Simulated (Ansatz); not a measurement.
# AlN: the cost of one run

Program: Ansatz 0.2.0. Level of theory: DFT PBE, scalar-relativistic, plane waves, PAW. These are calculated values, not measurements.

6 further runs of the same task are left out: 6 set aside as unsound or not needed.

### Step 1. Starting point

Symmetry: F-43m, No. 216, cubic system. The conventional cell has a = 4.403 Å, b = 4.403 Å, c = 4.403 Å, α = 90.00°, β = 90.00°, γ = 90.00°. Around Al (site symmetry -43m) lie 4 N at 1.91 Å. N (site symmetry -43m) has 4 Al at 1.91 Å as nearest neighbours.

Structure file:

```xyz
2
Lattice="0.0000 2.2016 2.2016 2.2016 0.0000 2.2016 2.2016 2.2016 0.0000" Properties=species:S:1:pos:R:3 pbc="T T T"
Al    0.0000    0.0000    0.0000
N     3.3024    3.3024    3.3024
```

It goes back to an entry of the Materials Project, which need not be the stable form.

It is the result of an earlier relaxation at this level (volume 10.67 Å³/atom; gap on the mesh: 3.31 eV).

### Step 2. The grid

The energy is mapped over a normal mode and a strain (zone-centre modes of the cell shown, which folds in the wave vector (0, 0, 1/2) of the primitive cell).

The axes are (1) amplitude of mode 6 (564 cm⁻¹), largest displacement in the unstrained cell: 11 values from −0.069 Å; (2) equal normal strain along x, y and z: 7 values from −2.50 %.

Nothing else is relaxed (the pattern is fixed in fractional coordinates). Energies count from the relaxed high-symmetry cell. Points are written as (first, second).

The modes come from a phonon run on the reference cell, made beforehand.

Displacement patterns for an amplitude of 1 (Å):

```
atom      x1      y1      z1
 Al1   0.577   0.577  -0.577
 Al2  -0.577  -0.577   0.577
  N3  -0.019  -0.019   0.019
  N4   0.019   0.019  -0.019
```

### Step 3. The run at (−0.014 Å, −2.50 %)

The input, input.yaml:

```yaml
crystal:
  lattice:
    - [0.0, -2.1465290356, -2.1465290356]
    - [-2.1465290356, 0.0, -2.1465290356]
    - [2.1465290356, 2.1465290356, -4.2930580711]
  atoms:
    - { symbol: Al, position: [0.0009047453, 0.0009047453, -0.0027142358] }
    - { symbol: Al, position: [0.4990952547, 0.4990952547, 0.5027142358] }
    - { symbol: "N", position: [0.3749709813, 0.3749709813, 0.8750870561] }
    - { symbol: "N", position: [0.8750290187, 0.8750290187, 0.3749129439] }
basis:
  ecutwfc: 520.0
kpoints:
  mp_grid: { grid: [6, 6, 6] }
hamiltonian:
  xc: pbe
scf:
  occupations: { method: gaussian, width: 0.05 }
output:
  forces: true
  stress: true
  eigenvalues: true
```

Launch:

```console
ansatz run input.yaml --threads 1 --pin off --max-ram 2048MiB --backend cpu --events-out ev --progress --plain --runs-dir out
```

What time and memory should one allow on 1 thread of Arm Neoverse V1, shared host?

About 2.2 s, with a peak of 0.3 GiB.
